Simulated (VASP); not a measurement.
# SrO in VASP: one cell, several levels of theory, part 2 of 2

VASP 6.6.1, plane waves, PAW. Earlier steps stand in the parts before.

**3. r2SCAN**

Contents of INCAR:

```
ENCUT = 520.000000
SIGMA = 0.010000
EDIFF = 1.00e-07
ALGO = Normal
METAGGA = R2SCAN
PREC = Accurate
IBRION = -1
ISIF = 2
ISMEAR = 0
NBANDS = 15
NELM = 120
NSW = 0
LASPH = .TRUE.
LCHARG = .TRUE.
LELF = .TRUE.
LWAVE = .FALSE.
LREAL = .FALSE.
```

Contents of KPOINTS:

```
KPOINTS created by Atomic Simulation Environment
0
Gamma
8 8 8
0 0 0
```

Contents of KPOINTS_OPT:

```
special points
7
Reciprocal
0.0000000000 0.0000000000 0.0000000000 1
0.5000000000 0.0000000000 0.5000000000 1
0.6250000000 0.2500000000 0.6250000000 1
0.3750000000 0.3750000000 0.7500000000 1
0.5000000000 0.5000000000 0.5000000000 1
0.5000000000 0.2500000000 0.7500000000 1
0.0000000000 0.5000000000 0.5000000000 1
```

Contents of POSCAR:

```
Sr O
 1.0000000000000000
     0.0864678396000000    2.5889633957000000    2.5889633957000000
     2.5889633957000000    0.0864678396000000    2.5889633957000000
     2.5889633957000000    2.5889633957000000    0.0864678396000000
 Sr  O
   1   1
Cartesian
  0.0000000000000000  0.0000000000000000  0.0000000000000000
  2.6321973155000005  2.6321973155000005  2.6321973155000005
```

Command:

```sh
$ mpirun -np 1 vasp_std
```

Printed to the terminal (iteration lines stand in OSZICAR):

```text
POSCAR found type information on POSCAR SrO
 POSCAR found :  2 types and       2 ions
 -----------------------------------------------------------------------------
|                                                                             |
|                                                                             |
|     You enforced a specific xc type in the INCAR file but a different       |
|     I HOPE YOU KNOW WHAT YOU ARE DOING!                                     |
|                                                                             |
 -----------------------------------------------------------------------------

 LDA part: xc-table for (None), standard interpolation
 POSCAR, INCAR and KPOINTS ok, starting setup
 FFT: planning ... GRIDC
 FFT: planning ... GRID_SOFT
 FFT: planning ... GRID
 WAVECAR not read
 entering main loop
 Start KPOINTS_OPT (optional k-point list driver)
k-point batch [1-7\7]
```

OSZICAR:

```text
N       E                     dE             d eps       ncg     rms          rms(c)
DAV:   1     0.482155360471E+02    0.48216E+02   -0.86626E+03  1958   0.107E+03
DAV:   2    -0.315464593234E+02   -0.79762E+02   -0.72956E+02  2674   0.230E+02
DAV:   3    -0.346451014909E+02   -0.30986E+01   -0.30802E+01  2593   0.402E+01
DAV:   4    -0.346988718660E+02   -0.53770E-01   -0.53761E-01  2271   0.524E+00
DAV:   5    -0.347000281854E+02   -0.11563E-02   -0.11563E-02  2430   0.619E-01    0.171E+01
DAV:   6    -0.268791280247E+02    0.78209E+01   -0.44549E+00  2762   0.172E+01    0.160E+01
DAV:   7    -0.269982214743E+02   -0.11909E+00   -0.19346E-01  1978   0.398E+00    0.905E+00
DAV:   8    -0.270158431233E+02   -0.17622E-01   -0.88123E-02  2006   0.313E+00    0.893E-01
DAV:   9    -0.270114167097E+02    0.44264E-02   -0.17034E-02  2482   0.125E+00    0.260E-01
DAV:  10    -0.270116276446E+02   -0.21093E-03   -0.15015E-03  2104   0.388E-01    0.130E-01
DAV:  11    -0.270118152908E+02   -0.18765E-03   -0.27713E-04  1985   0.168E-01    0.784E-02
DAV:  12    -0.270118100835E+02    0.52073E-05   -0.33189E-05  2447   0.505E-02    0.178E-02
DAV:  13    -0.270118084251E+02    0.16584E-05   -0.56482E-06  2510   0.240E-02    0.136E-02
DAV:  14    -0.270118081906E+02    0.23456E-06   -0.57516E-07  2315   0.723E-03    0.442E-03
DAV:  15    -0.270118080178E+02    0.17280E-06   -0.53423E-08  1178   0.213E-03    0.190E-03
DAV:  16    -0.270118079888E+02    0.28958E-07   -0.17694E-08  1073   0.117E-03
   1 F= -.27011808E+02 E0= -.27011808E+02  d E =-.232404-112
       N       E                     dE             ncg
DAV:   1     0.333964928727E+03   -0.43164E+04      210
DAV:   2    -0.203719845819E+03   -0.53768E+03      294
DAV:   3    -0.223476681436E+03   -0.19757E+02      298
DAV:   4    -0.223648325743E+03   -0.17164E+00      260
DAV:   5    -0.223651263324E+03   -0.29376E-02      253
DAV:   6    -0.223651347080E+03   -0.83756E-04      266
DAV:   7    -0.223651349851E+03   -0.27703E-05      237
DAV:   8    -0.223651349939E+03   -0.88531E-07      212
```

Parts of OUTCAR:

```text
k-points           NKPTS =     65   k-points in BZ     NKDIM =     65   number of bands    NBANDS=     15

   NELECT =      16.0000    total number of electrons

   dimension x,y,z NGX =    28 NGY =   28 NGZ =   28
   dimension x,y,z NGXF=    56 NGYF=   56 NGZF=   56

  energy-cutoff  :      520.00
  volume of cell :       32.97
      direct lattice vectors                 reciprocal lattice vectors
     0.086467840  2.588963396  2.588963396    -0.203082285  0.196518825  0.196518825
     2.588963396  0.086467840  2.588963396     0.196518825 -0.203082285  0.196518825
     2.588963396  2.588963396  0.086467840     0.196518825  0.196518825 -0.203082285

 k-points in reciprocal lattice and weights: KPOINTS created by Atomic Simulation Env
   0.00000000  0.00000000  0.00000000       0.002
   0.12500000 -0.00000000 -0.00000000       0.012
   0.25000000 -0.00000000 -0.00000000       0.012
   0.37500000  0.00000000 -0.00000000       0.012
   0.50000000 -0.00000000 -0.00000000       0.006
   0.12500000  0.12500000 -0.00000000       0.012
   0.25000000  0.12500000 -0.00000000       0.023
   0.37500000  0.12500000  0.00000000       0.023
[... 57 more k-points ...]

 E-fermi :   1.6975

 k-point     1 :       0.0000    0.0000    0.0000
  band No.  band energies     occupation
      1     -31.8959      2.00000
      2     -14.5702      2.00000
      3     -12.9012      2.00000
      4     -12.8706      2.00000
      5     -12.8706      2.00000
      6       1.4264      2.00000
      7       1.5399      2.00000
      8       1.5399      2.00000
      9       6.3449      0.00000
     10       7.9627      0.00000
     11       8.5197      0.00000
     12       8.5197      0.00000
     13      10.7547      0.00000
     14      10.7547      0.00000
     15      14.9700      0.00000

 k-point     2 :       0.1250   -0.0000   -0.0000
  band No.  band energies     occupation
      1     -31.8714      2.00000
      2     -14.8623      2.00000
      3     -12.9070      2.00000
      4     -12.8889      2.00000
      5     -12.6440      2.00000
      6       1.0843      2.00000
      7       1.2170      2.00000
      8       1.3404      2.00000
      9       7.0433      0.00000
     10       8.2021      0.00000
     11       8.4109      0.00000
     12       8.8690      0.00000
     13      11.1806      0.00000
     14      11.1828      0.00000
     15      16.0984      0.00000

 k-point     3 :       0.2500   -0.0000   -0.0000
  band No.  band energies     occupation
      1     -31.8116      2.00000
      2     -15.3967      2.00000
      3     -12.9322      2.00000
      4     -12.9304      2.00000
      5     -12.2579      2.00000
      6       0.2494      2.00000
      7       0.7278      2.00000
      8       0.9072      2.00000
      9       8.1437      0.00000
     10       8.5843      0.00000
     11       9.3057      0.00000
     12       9.8232      0.00000
     13      12.2431      0.00000
     14      12.2554      0.00000
     15      18.3093      0.00000

 k-point     4 :       0.3750    0.0000   -0.0000
  band No.  band energies     occupation
      1     -31.7507      2.00000
      2     -15.8238      2.00000
      3     -12.9748      2.00000
      4     -12.9531      2.00000
      5     -11.9792      2.00000
      6      -0.4319      2.00000
      7       0.3030      2.00000
      8       0.5258      2.00000
      9       8.4430      0.00000
     10      10.1301      0.00000
     11      10.4737      0.00000
     12      10.9956      0.00000
     13      13.5376      0.00000
     14      13.5981      0.00000
     15      18.3613      0.00000

 k-point     5 :       0.5000   -0.0000   -0.0000
  band No.  band energies     occupation
      1     -31.7251      2.00000
      2     -15.9830      2.00000
      3     -12.9921      2.00000
      4     -12.9621      2.00000
      5     -11.8812      2.00000
      6      -0.6868      2.00000
      7       0.1407      2.00000
      8       0.3797      2.00000
      9       8.6963      0.00000
     10      10.8685      0.00000
     11      10.9699      0.00000
     12      11.5629      0.00000
     13      14.4133      0.00000
     14      14.5164      0.00000
     15      17.9326      0.00000

 k-point     6 :       0.1250    0.1250   -0.0000
  band No.  band energies     occupation
      1     -31.8651      2.00000
      2     -14.9006      2.00000
      3     -12.9537      2.00000
      4     -12.9272      2.00000
      5     -12.5635      2.00000
      6       0.7329      2.00000
      7       1.3969      2.00000
      8       1.4732      2.00000
      9       7.0693      0.00000
     10       7.6390      0.00000
     11       8.8623      0.00000
     12       9.1999      0.00000
     13      10.9764      0.00000
     14      11.6187      0.00000
     15      16.3448      0.00000

 k-point     7 :       0.2500    0.1250   -0.0000
  band No.  band energies     occupation
      1     -31.8186      2.00000
      2     -15.2440      2.00000
      3     -13.0109      2.00000
      4     -12.9710      2.00000
      5     -12.3458      2.00000
      6       0.2368      2.00000
      7       1.0980      2.00000
      8       1.1993      2.00000
      9       7.3057      0.00000
     10       8.1942      0.00000
     11       9.6341      0.00000
     12      10.0209      0.00000
     13      11.5977      0.00000
     14      12.5206      0.00000
     15      18.1932      0.00000

 k-point     8 :       0.3750    0.1250    0.0000
  band No.  band energies     occupation
      1     -31.7584      2.00000
      2     -15.6270      2.00000
      3     -13.0464      2.00000
      4     -13.0234      2.00000
      5     -12.1552      2.00000
      6      -0.1342      2.00000
      7       0.5739      2.00000
      8       0.7727      2.00000
      9       7.7866      0.00000
     10       9.3490      0.00000
     11      10.6435      0.00000
     12      11.1466      0.00000
     13      12.8773      0.00000
     14      13.4968      0.00000
     15      18.4998      0.00000

[... the tables of k-points 9 to 65 left out ...]

  Total        0.9635144      0.9635144      0.9635144     -0.4185755     -0.4185755     -0.4185755
  in kB       46.8245639     46.8245639     46.8245639    -20.3417949    -20.3417949    -20.3417949
  external PRESSURE =      46.8245639 kB  Pullay stress =       0.0000000 kB

 POSITION                                       TOTAL-FORCE (eV/Angst)
 -----------------------------------------------------------------------------------
      0.00000      0.00000      0.00000         0.000000     -0.000000      0.000000
      2.63220      2.63220      2.63220         0.000000      0.000000     -0.000000
 -----------------------------------------------------------------------------------
    total drift:                                0.000000      0.000000      0.000000

  FREE ENERGIE OF THE ION-ELECTRON SYSTEM (eV)
  ---------------------------------------------------
  free  energy   TOTEN  =       -27.0118079888 eV

  energy  without entropy=      -27.0118079888  energy(sigma->0) =      -27.01180799
```

Hardware: 1 MPI rank of Intel Xeon Platinum 8488C, shared host.

The levels at the points of KPOINTS_OPT are read from vasprun.xml.

Levels at the named points, in eV from the top of band v (v: the last filled band by count, c: the next):

```
point    v−1      v     c   c+1
    Γ   0.00   0.00  4.80  6.42
    X  -0.14  -0.07  3.67  8.67
    U  -0.55  -0.48  5.15  8.73
    K  -0.55  -0.48  5.15  8.73
    L  -1.07  -1.07  7.04  9.22
    W  -0.48  -0.41  6.51  6.67
```

The r2SCAN gap is 3.67 eV and indirect (Γ to X), with 3.73 eV as the least direct one. Pressure: 4.68 GPa; the forces vanish within 0.01 eV/Å.

**4. Results**

What follows sums up all 2 parts.

```
 level  gap (eV)  pressure (GPa)  Ansatz: gap (eV)  Ansatz: pressure (GPa)
   PBE      3.19            6.48              3.24                    5.81
r2SCAN      3.67            4.68              3.72                    4.05
```

**Reading.** The gap spans 3.19 eV (PBE) to 3.67 eV (r2SCAN). The pressure is highest with PBE (6.5 GPa) and lowest with r2SCAN (4.7 GPa), which orders the cells that they would relax to. The two programs agree on the gap within 0.07 eV, far less than the spread between functionals. Each program uses its own PAW datasets and cutoff.
